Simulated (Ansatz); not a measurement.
# Response to strain in InN

Consider InN in the wurtzite structure (space group P6_3mc, No. 186).

```xyz
4
Lattice="3.5809 0.0000 0.0000 -1.7904 3.1011 0.0000 0.0000 0.0000 5.7882" Properties=species:S:1:pos:R:3 pbc="T T T"
In     1.7904     1.0337     2.9055
In     0.0000     2.0674     0.0114
N      1.7904     1.0337     0.7133
N      0.0000     2.0674     3.6073
```

Cartesian axes are those of the cell as printed.

Strains are applied to the cell and any free atomic positions relax; under stress the whole cell relaxes.

All numbers come from PBE, PAW, 420 eV (Ansatz, a quantum-chemistry and plane-wave program; without spin-orbit coupling), earlier PAW set.

Candidates:
(a) uniaxial strain ε_yy = +5.93 %
(b) isotropic strain −1.99 %
(c) uniaxial strain ε_xx = −3.11 %
(d) uniaxial stress, 8 GPa tension along z
(e) uniaxial strain ε_yy = +2.87 %

Notes on the quantities. energy relative to the base: free energy F.

Problem. Order them by energy relative to the base, highest first.

Solution. (a) uniaxial strain ε_yy = +5.93 % (+33 meV/atom), (b) isotropic strain −1.99 % (+23 meV/atom), (d) uniaxial stress, 8 GPa tension along z (+18 meV/atom), (c) uniaxial strain ε_xx = −3.11 % (+10 meV/atom), (e) uniaxial strain ε_yy = +2.87 % (+8.0 meV/atom)

The mesh was chosen for an insulator and is coarse for the gapless case. Stability under load was not tested beyond the relaxation. The final runs are not spin-polarised.
